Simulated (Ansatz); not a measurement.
# CsPbCl3 in I4/mcm, a phase reached by a soft mode: a soft mode frozen in

Which phase does CsPbCl3 in I4/mcm, a phase reached by a soft mode fall into along its unstable mode, and how much energy does it gain?

Method: DFT PBEsol, scalar-relativistic, plane waves, PAW; PAW set soft_1, in Ansatz 0.2.0.

Report form: the programs' logs are mostly left out.

The structure was built from a prototype and need not be the compound's stable phase.

**1. Set-up**

Symmetry: I4/mcm, No. 140, tetragonal system. Conventional cell: a = 7.775 Å, b = 7.775 Å, c = 11.384 Å, α = 90.00°, β = 90.00°, γ = 90.00°. Nearest to Cs lie 12 Cl at 3.51 to 4.47 Å. Pb has 6 Cl at 2.84 to 2.85 Å nearest. Nearest to Cl lie 2 Pb at 2.84 Å and 4 Cs at 3.51 to 4.47 Å. Nearest to Cl lie 2 Pb at 2.85 Å and 4 Cs at 3.89 Å. Farther neighbours and most contacts between anions are not listed.

**2. Zone-centre response**

This phase was reached earlier by freezing in an unstable mode of a structure of higher symmetry and relaxing. Its zone-centre modes can show that it is still unstable.

input.yaml reads:

```yaml
crystal:
  lattice:
    - [-3.8875140237, 3.8875140237, 5.6922219697]
    - [3.8875140237, -3.8875140237, 5.6922219697]
    - [3.8875140237, 3.8875140237, -5.6922219697]
  atoms:
    - { symbol: Cs, position: [0.75, 0.25, 0.5] }
    - { symbol: Cs, position: [0.25, 0.75, 0.5] }
    - { symbol: Pb, position: [0.0, 0.0, 0.0] }
    - { symbol: Pb, position: [0.5, 0.5, 0.0] }
    - { symbol: Cl, position: [0.8137468842, 0.3137468842, 0.1274937684] }
    - { symbol: Cl, position: [0.1862531158, 0.6862531158, 0.8725062316] }
    - { symbol: Cl, position: [0.25, 0.25, 0.0] }
    - { symbol: Cl, position: [0.75, 0.75, 0.0] }
    - { symbol: Cl, position: [0.3137468842, 0.1862531158, 0.5] }
    - { symbol: Cl, position: [0.6862531158, 0.8137468842, 0.5] }
kpoints:
  mp_grid: { grid: [6, 6, 6] }
hamiltonian:
  xc: pbesol
  pseudopotentials: { kind: paw, azcp: { folder: soft_1 }, xc_functional: pbe }
scf:
  occupations: { method: fixed }
output:
  eigenvalues: true
phonons:
  method: dfpt
  dielectric: true
  rigid_motions: translations
```

Command:

```
$ ansatz run input.yaml --threads 4 --pin off --max-ram 16384MiB --backend cpu --events-out ev --progress --plain --runs-dir out
```

Elapsed: 19 min, on 4 threads of Arm Neoverse V1, shared host; peak memory 8.1 GiB; 73 min of CPU time.

This step gave:

```yaml
gap_on_the_k_mesh: 2.086 eV
volume_per_atom: 34.41 Å³
sum_rule_residual_before_enforcement: 3.99e-5 eV/Å²
miss_of_the_charge_sum_rule: 0.02793 e
estimated_error_of_the_dielectric_tensor: 0.01017
estimated_error_of_the_born_charges: 0.02249 e
point_group: 4/mmm
highest_optical_mode_at_the_zone_centre_no_lo_to_term: 246.1 cm⁻¹
lowest_optical_zone_centre_mode: -17.39 cm⁻¹
mean_high_frequency_dielectric_constant: 3.911
largest_born_charge_third_of_the_trace: 3.785 e
top_of_the_zone_centre_spectrum_with_the_field: 246.1 cm⁻¹
```

Without the LO-TO term. Patterns of degenerate modes are one choice out of their space. Modes at Γ, with each element's share of the kinetic energy (negative means imaginary):

| mode | frequency (cm⁻¹) | symmetry | Cs % | Pb % | Cl % |
| --- | --- | --- | --- | --- | --- |
| 1 | -17.4 | Eg | 41 | 0 | 59 |
| 2 | -17.4 | Eg | 41 | 0 | 59 |
| 3 | 0.0 | acoustic | 30 | 46 | 24 |
| 4 | 0.0 | acoustic | 30 | 46 | 24 |
| 5 | 0.0 | acoustic | 30 | 46 | 24 |
| 6 | 27.9 | Eu | 56 | 13 | 31 |
| 7 | 27.9 | Eu | 56 | 13 | 31 |
| 8 | 47.0 | Eg | 59 | 0 | 41 |
| 9 | 47.0 | Eg | 59 | 0 | 41 |
| 10 | 48.2 | A2u | 52 | 39 | 9 |
| 11 | 52.2 | B2g | 99 | 0 | 1 |
| 12 | 52.3 | Eu | 12 | 19 | 69 |
| 13 | 52.3 | Eu | 12 | 19 | 69 |
| 14 | 60.7 | Eu | 3 | 34 | 63 |
| 15 | 60.7 | Eu | 3 | 34 | 63 |
| 16 | 78.4 | B1u | 0 | 0 | 100 |
| 17 | 80.0 | A1g | 0 | 0 | 100 |
| 18 | 82.7 | A2u | 18 | 3 | 79 |
| 19 | 92.3 | A1u | 0 | 100 | 0 |
| 20 | 92.9 | Eg | 0 | 0 | 100 |
| 21 | 92.9 | Eg | 0 | 0 | 100 |
| 22 | 101.5 | Eu | 0 | 70 | 30 |
| 23 | 101.5 | Eu | 0 | 70 | 30 |
| 24 | 106.7 | B2g | 1 | 0 | 99 |
| 25 | 112.3 | A2u | 0 | 12 | 88 |
| 26 | 115.7 | Eu | 0 | 17 | 83 |
| 27 | 115.7 | Eu | 0 | 17 | 83 |
| 28 | 200.7 | A2g | 0 | 0 | 100 |
| 29 | 201.4 | B1g | 0 | 0 | 100 |
| 30 | 246.1 | A2g | 0 | 0 | 100 |

Displacements in mode 1 (-17.4 cm⁻¹), the largest set to 1:
```
Cs1  0.04  0.52  0.00
Cs2 -0.04 -0.52  0.00
Pb3  0.00  0.00  0.00
Pb4  0.00  0.00  0.00
Cl5  0.00  0.00 -0.50
Cl6  0.00  0.00  0.50
Cl7  0.07 -1.00  0.00
Cl8 -0.07  1.00  0.00
Cl9  0.00  0.00  0.43
Cl10 0.00  0.00 -0.43
```

Displacements in mode 15 (60.7 cm⁻¹), the largest set to 1:
```
Cs1  0.13  0.08  0.00
Cs2  0.13  0.08  0.00
Pb3 -0.08  0.44  0.00
Pb4  0.36 -0.26  0.00
Cl5 -0.96 -1.00  0.00
Cl6 -0.96 -1.00  0.00
Cl7 -0.23 -0.14  0.00
Cl8 -0.23 -0.14  0.00
Cl9 -0.13  0.32  0.00
Cl10-0.13  0.32  0.00
```

Before it was imposed, the acoustic sum rule was missed by 4.0e-5 eV/Å² and the charge sum rule by 0.028 e. Small misses are needed for a sound result but don't prove that mesh and cutoff are converged. The lowest optical mode is imaginary, 17.4i cm⁻¹, so the energy falls along it.

**3. The mode frozen in, largest atomic shift 0 Å**

The mode followed lies at Γ with frequency 17.4i cm⁻¹ and is 2-fold degenerate, the softest among the wavevectors solved. At small amplitude the distorted cell has space group no. 12 by a symmetry search on the positions. The undistorted cell that holds it gives the zero of energy on the same k mesh.

Changes to input.yaml since step 2:

```diff
@@ -22,8 +22,6 @@
 scf:
-  occupations: { method: fixed }
+  occupations: { method: gaussian, width: 0.02 }
 output:
+  forces: true
+  stress: true
   eigenvalues: true
-phonons:
-  method: dfpt
-  dielectric: true
-  rigid_motions: translations
```

Run time: 11 s. Hardware: 4 threads; peak memory 1 GiB; 44 s of CPU time.

This step gave:

* pressure: -0.004057 GPa
* energy from the undistorted cell: 0 meV/atom

At this level the gap is 2.09 eV on the k-mesh of the self-consistent run, which can miss the band edges.

**4. The mode frozen in, largest atomic shift 0.22 Å**

The atoms are moved along the unstable eigenvector, the largest shift by 0.22 Å, with the cell fixed.

input.yaml, the sections that differ from step 3:

```yaml
crystal:
  lattice:
    - [-3.8875140237, 3.8875140237, 5.6922219697]
    - [3.8875140237, -3.8875140237, 5.6922219697]
    - [3.8875140237, 3.8875140237, -5.6922219697]
  atoms:
    - { symbol: Cs, position: [0.7604084933, 0.2395915067, 0.5] }
    - { symbol: Cs, position: [0.2395915067, 0.7604084933, 0.5] }
    - { symbol: Pb, position: [0.0, 0.0, 0.0] }
    - { symbol: Pb, position: [0.5, 0.5, 0.0] }
    - { symbol: Cl, position: [0.8137468842, 0.3137468842, 0.1274937683] }
    - { symbol: Cl, position: [0.1862531158, 0.6862531158, 0.8725062316] }
    - { symbol: Cl, position: [0.229991906, 0.229991906, -0.040016188] }
    - { symbol: Cl, position: [0.770008094, 0.770008094, 0.040016188] }
    - { symbol: Cl, position: [0.3264582062, 0.1989644378, 0.5] }
    - { symbol: Cl, position: [0.6735417938, 0.8010355622, 0.5] }
# kpoints, hamiltonian, scf, output: as in step 3
```

The job ended after 24 s (4 threads; peak memory 1.3 GiB; 95 s of CPU time).

Numbers from this step:

```yaml
pressure: -0.005044 GPa
gap_on_the_k_mesh: 2.123 eV
energy_from_the_undistorted_cell: -0.142 meV/atom
```

The energy, extrapolated to zero smearing, is -0.14 meV/atom against the undistorted cell.

The run ends at a pressure of -0.01 GPa, with forces up to 0.011 eV/Å.

**5. Energy along the mode, all amplitudes (two of the runs are shown above)**

An imaginary frequency means negative curvature, so the energy should fall and then rise again as anharmonic terms take over.

Numbers from this step:

| Quantity | Value |
| --- | --- |
| depth at the lowest point sampled | 0.142 meV/atom |
| largest atomic shift at that point | 0.22 Å |

Table of energy from the parent by largest atomic shift:

| largest atomic shift (Å) | energy from the parent (meV/atom) |
| --- | --- |
| 0.000 | 0 |
| 0.040 | -0.015 |
| 0.080 | -0.056 |
| 0.140 | -0.136 |
| 0.220 | -0.142 |
| 0.320 | 0.479 |
| 0.450 | 3.89 |
| 0.600 | 15.6 |

Displacement at unit largest shift by atom:

| atom | x (Å) | y (Å) | z (Å) | size |
| --- | --- | --- | --- | --- |
| Cs1 | -0.368 | 0.368 | 0.000 | 0.520 |
| Cs2 | 0.368 | -0.368 | 0.000 | 0.520 |
| Pb3 | 0.000 | 0.000 | 0.000 | 0.000 |
| Pb4 | 0.000 | 0.000 | 0.000 | 0.000 |
| Cl5 | 0.000 | 0.000 | 0.000 | 0.000 |
| Cl6 | 0.000 | 0.000 | 0.000 | 0.000 |
| Cl7 | -0.707 | -0.707 | 0.000 | 1.000 |
| Cl8 | 0.707 | 0.707 | 0.000 | 1.000 |
| Cl9 | 0.000 | 0.000 | 0.658 | 0.658 |
| Cl10 | 0.000 | 0.000 | -0.658 | 0.658 |

The lowest of the steps tried is at 0.22 Å, 0.142 meV/atom below the parent; the bottom of the well need not coincide with a step.

**6. Relaxing from the distorted cell**

Starting from the lowest point found, all atoms and the cell are let go, so that strain and other modes of the same symmetry can join in.

Changes to input.yaml since step 4:

```diff
@@ -22,3 +22,3 @@
 scf:
-  occupations: { method: gaussian, width: 0.02 }
+  occupations: { method: fixed }
 output:
@@ -27 +27,6 @@
   eigenvalues: true
+relax:
+  adjacent_minimum: "off"
+  f_tol: 0.002
+  max_steps: 120
+  cell: { stress_tol: 0.03 }
```

It took 3.1 min on 4 threads; peak memory 1.4 GiB.

Step by step:

| step | energy less that of the first step (eV) | largest force component (eV/Å) | pressure (GPa) | volume (Å³) |
| --- | --- | --- | --- | --- |
| 1 | 0.0000 | 0.0073 | -0.01 | 344.10 |
| 2 | -0.0007 | 0.0046 | 0.01 | 344.09 |
| 3 | -0.0012 | 0.0029 | 0.00 | 344.56 |
| 4 | -0.0013 | 0.0011 | 0.00 | 344.65 |
| 5 | -0.0013 | 0.0008 | 0.00 | 344.70 |
| 6 | -0.0013 | 0.0022 | 0.00 | 344.75 |
| 7 | -0.0013 | 0.0002 | 0.00 | 344.73 |
| 8* | -0.0013 | 0.0002 | 0.00 | 344.73 |

Relaxation steps marked * repeat the geometry before them on a plane-wave basis chosen anew for their cell, so energy and pressure can jump there. Relaxation step 6 was tried and not accepted.

The run keeps the 4 symmetry operations that it works with, so distortions that break them were not tested.

| cell as run | before | after | change |
| --- | --- | --- | --- |
| a (Å) | 7.914 | 7.936 | +0.3 % |
| b (Å) | 7.914 | 7.889 | -0.3 % |
| c (Å) | 7.914 | 7.904 | -0.1 % |
| α (°) | 121.16 | 120.82 | -0.3 % |
| β (°) | 121.16 | 121.01 | -0.1 % |
| γ (°) | 88.01 | 88.48 | +0.5 % |
| volume (Å³/atom) | 34.41 | 34.47 | +0.2 % |

The atoms that moved most (Å, as changes of fractional coordinates times the final cell):

| atom | dx | dy | dz | length |
| --- | --- | --- | --- | --- |
| Cl9 | 0.023 | -0.023 | 0.029 | 0.044 |
| Cl10 | -0.023 | 0.023 | -0.029 | 0.044 |
| Cl5 | -0.022 | -0.022 | 0.000 | 0.031 |
| Cl6 | 0.022 | 0.022 | 0.000 | 0.031 |
| Cl8 | 0.016 | 0.016 | 0.000 | 0.022 |
| Cl7 | -0.016 | -0.016 | 0.000 | 0.022 |

This step gave:

```yaml
pressure: -3.31e-4 GPa
gap_on_the_k_mesh: 2.134 eV
volume_per_atom: 34.47 Å³
```

The distorted start has space group C2/m; the relaxation ends in C2/m.

**7. The new phase in its own primitive cell**

The relaxed structure is symmetrised, reduced to its primitive cell and relaxed tightly, as its phonons need.

input.yaml, the sections that differ from step 6:

```yaml
crystal:
  lattice:
    - [5.5202113522, -5.5087995342, 0.0]
    - [5.5202113522, 5.5087995342, 0.0]
    - [-5.48663457, 0.0, 5.6681415334]
  atoms:
    - { symbol: Cs, position: [0.2394676052, 0.2394676052, 0.4998547896] }
    - { symbol: Cs, position: [0.7605323948, 0.7605323948, 0.5001452104] }
    - { symbol: Pb, position: [0.5, 0.0, 0.0] }
    - { symbol: Pb, position: [0.0, 0.5, 0.0] }
    - { symbol: Cl, position: [0.8109000151, 0.1890999849, 0.0] }
    - { symbol: Cl, position: [0.1890999849, 0.8109000151, 0.0] }
    - { symbol: Cl, position: [0.2279631942, 0.7720368058, 0.5] }
    - { symbol: Cl, position: [0.7720368058, 0.2279631942, 0.5] }
    - { symbol: Cl, position: [0.6739242838, 0.6739242838, 0.9693645178] }
    - { symbol: Cl, position: [0.3260757162, 0.3260757162, 0.0306354822] }
relax:
  adjacent_minimum: "off"
  f_tol: 0.001
  max_steps: 60
  cell: { stress_tol: 0.01 }
# kpoints, hamiltonian, scf, output: as in step 6
```

Elapsed: 58 s, on 4 threads; peak memory 1.4 GiB.

Little changed from the start: no atom moved by 0.005 Å and no cell edge by 0.1 %.

Numbers from this step:

```yaml
direct_gap_on_mesh: 2.134 eV
```

The largest force component left is 0.21 meV/Å and the pressure is 0.000 GPa, within the tolerances set. The cell now holds 34.47 Å³/atom.

**8. The phases reached**

The phases reached along the modes that were followed are set side by side.

Energies are those of the first relaxation, on the mesh of the frozen mode; space group, volume and gap are those of the last relaxation. Phases, by row:

| mode frozen in | space group | energy from parent (meV/atom) | volume (Å³/atom) | gap on mesh (eV) | lowest zone-centre optical mode (cm⁻¹) | largest shift (Å) |
| --- | --- | --- | --- | --- | --- | --- |
| parent | I4/mcm | 0 | 34.41 | 2.086 | – | – |
| q = (0, 0, 0), 17i cm⁻¹ | C2/c | -0.21 | 34.44 | 2.12 | -11.2 | 0.204 |
| q = (0, 0, 0), 17i cm⁻¹ | C2/m | -0.28 | 34.47 | 2.134 | – | 0.243 |

**9. Outcome**

```
unstable mode of the parent                                                      : q = (0, 0, 0), 17i cm⁻¹
depth at the lowest point sampled                                                : 0.142 meV/atom
largest atomic shift at that point                                               : 0.22 Å
space group reached (within 0.01 Å)                                              : C2/m
energy gained over the parent (first relaxation, on the mesh of the frozen mode) : 0.276 meV/atom
volume per atom, phase reached                                                   : 34.5 Å³
gap on the k-mesh, phase reached                                                 : 2.13 eV
```

**Reading.** Along this mode the structure falls into C2/m, 0.276 meV/atom below the parent. At the parent's cell the well is 0.142 meV/atom deep on the steps tried, with its lowest point at a shift of 0.22 Å. Relaxing atoms and cell changes the gain by +0.13 meV/atom against the lowest step (energies at zero smearing). The modes of the phase reached were not computed on this path. How so shallow a well moves with the k mesh was not tested. Of the 2 patterns followed to their end from this parent, this one reaches the lowest energy. Another end point lies within 1 meV/atom; how such a difference moves with mesh and cutoff was not tested. Each path keeps the symmetry of its pattern, so a lower phase may lie along a pattern not tried. Spin-orbit coupling is left out, which can matter for the heavy elements here. The PAW files were made for PBE and serve the other functionals too. The starting cell was built on a prototype and not taken from a measurement, so the phase need not exist.

[Logs are printed without paths, hosts, clocks, repeated set-up lines and the standing remarks that a program may print on its own settings, such as how far it seeks lower states.]

[Hosts, paths, dates, database ids (printed as entryN), source tags and the programs' standing remarks are cut or masked in the printed files.]
